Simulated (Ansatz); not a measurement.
**Li: how the settings move a single-point run**

Aim: see which settings change the result for Li, by how much, and at what cost.

Program: Ansatz 0.2.0. Level of theory: reference: DFT, PBE, PAW with Ansatz's default frozen-core files, scalar-relativistic. These are calculated values, not measurements.

### Step 1. The structure to begin with

It takes space group Fm-3m (No. 225, cubic). Conventional cell: a = 4.404 Å, b = 4.404 Å, c = 4.404 Å, α = 90.00°, β = 90.00°, γ = 90.00°. Around Li (site symmetry m-3m) lie 12 Li at 3.11 Å.

As a file:

```xyz
1
Lattice="0.0000 2.2020 2.2020 2.2020 0.0000 2.2020 2.2020 2.2020 0.0000" Properties=species:S:1:pos:R:3 pbc="T T T"
Li    0.0000    0.0000    0.0000
```

### Step 2. Reference

Contents of input.yaml:

```yaml
crystal:
  lattice:
    - [0.0, 2.202, 2.202]
    - [2.202, 0.0, 2.202]
    - [2.202, 2.202, 0.0]
  atoms:
    - { symbol: Li, position: [0.0, 0.0, 0.0] }
kpoints:
  mp_grid: { grid: [16, 16, 16] }
  band_path:
    path:
      - [0.0, 0.0, 0.0]
      - [0.5, 0.0, 0.5]
      - [0.625, 0.25, 0.625]
      - [0.375, 0.375, 0.75]
      - [0.0, 0.0, 0.0]
      - [0.5, 0.5, 0.5]
      - [0.5, 0.25, 0.75]
      - [0.5, 0.0, 0.5]
    npoints: 14
scf:
  occupations: { method: fermi_dirac, width: 0.05 }
hamiltonian:
  xc: pbe
  pseudopotentials: { kind: paw }
output:
  forces: true
  stress: true
  eigenvalues: true
  efg: { contact_densities: true }
  populations: true
  bader: true
  dos: { projected: true, de: 0.2, e_range: [-14, 8] }
  write_density: true
  write_potential: true
  elf: true
  volumetric_format: npy
```

Command:

```bash
ansatz run input.yaml --threads 1 --pin off --max-ram 2048MiB --backend cpu --events-out ev --progress --plain --runs-dir out
```

### Step 3. Changed: xc pbesol, accuracy low

Edit input.yaml of step 2 so:

```diff
@@ -23,3 +23,3 @@
 hamiltonian:
-  xc: pbe
+  xc: pbesol
   pseudopotentials: { kind: paw }
@@ -31,7 +31,2 @@
   populations: true
-  bader: true
-  dos: { projected: true, de: 0.2, e_range: [-14, 8] }
-  write_density: true
-  write_potential: true
-  elf: true
-  volumetric_format: npy
+accuracy: low
```

Q: Predict the outcome of this session. Wanted: for each run, ending; energy change; pressure; gap; force.

The runs gave:

| run | ending | energy change | pressure (GPa) | gap (eV) | force (eV/Å) | cycles | time |
| --- | --- | --- | --- | --- | --- | --- | --- |
| reference | converged | - | -0.7 | 0.00 | 0.00 | 6 | 41 s |
| 1: xc pbesol, accuracy low | converged | not comparable | -0.7 | 0.00 | 0.00 | 6 | 1.8 s |

Times don't compare one to one where runs were asked for different outputs or read a saved state (see the inputs); cycles may leave out searches for a lower state.

Residual by cycle in the longest SCF loop of each run; runs are numbered as in the table. The quantity is the density residual dr2, in eV.

| cycle | reference | run 1 |
| --- | --- | --- |
| 1 | 1.2e-5 | 1.3e-4 |
| 2 | 3.3e-6 | 2.0e-5 |
| 3 | 4.7e-9 | 1.1e-7 |
| 4 | 1.6e-10 | 5.8e-10 |
| 5 | 2.3e-12 | 5.9e-14 |
| 6 | 3.2e-15 | 1.4e-16 |

After a change of functional the difference of the totals has no physical meaning; pressure, gap, moments and forces, where computed, barely move.
